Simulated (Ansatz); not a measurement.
`CC(=O)OBF` + `[SiH3]N[SiH3]` → `FBN([SiH3])[SiH3]` + acetic acid  (ligand exchange at a B–O bond)

Computed with Ansatz on PBE0-D4/def2-TZVP structures; ΔE is electronic, products minus reactants. CBS: MP2 limit from def2 TZ/QZ plus the TZ coupled-cluster correction, frozen cores. This one scheme is used for every species. DFT in def2-TZVPP. B3LYP here is the variant with VWN-RPA as its local correlation; programs differ in this. HSE06 is defined as in plane-wave codes. One conformer a species, not always the lowest.

```tsv
level	ΔE (kJ/mol)	difference from CCSD(T)/CBS
PBE-D4	-17.3	-5.8
revPBE-D4	-17.6	-6.1
PBE0-D4	-14.9	-3.4
B3LYP-D4	-10.0	1.5
CAM-B3LYP-D4	-7.7	3.8
B2PLYP	-7.7	3.8
PBE	-14.3	-2.8
BLYP	-5.5	6.0
PBE0	-12.3	-0.8
HSE06	-12.4	-0.9
BHLYP	-2.9	8.6
MP2/def2-SVP	-12.0	-0.5
CCSD(T)/def2-SVP	-11.1	0.4
CCSD/def2-TZVPP	-8.8	2.7
MP2/def2-QZVPP	-13.0	-1.5
MP2/CBS(def2)	-13.5	-2.0
CCSD(T)/CBS	-11.5	0
```

Problem. What do rigid-rotor, harmonic-oscillator terms from PBE0-D4/def2-TZVP frequencies (298.15 K, 1 bar) make of the CCSD(T)/CBS value? (An estimate is asked.)

Solution. Ansatz gave: ΔZPE = +4.2 kJ/mol, ΔH = -8.9 kJ/mol, ΔS = -25 J/(mol·K), ΔG = -1.3 kJ/mol. Modes under 50 cm⁻¹ make the entropy rough.

Largest T1 diagnostic among the species: 0.015.

Leaving LDA and LC-ωPBE aside and taking each functional with its dispersion term where it has one, the values, not all of them listed here, spread over 10.0 kJ/mol, from revPBE-D4 to BHLYP-D4. LDA lies −5.2 kJ/mol from PBE without D4. The D4 term adds −5.0 kJ/mol with B3LYP and −2.6 kJ/mol with PBE0; it sums over pairs of atoms, weighted by their polarisabilities, and B3LYP, whose exchange is more repulsive, gets the larger term.

CCSD(T)/CBS has its own doubt, a few kJ/mol and more with outer-core shells, so smaller differences from it don't rank the levels.
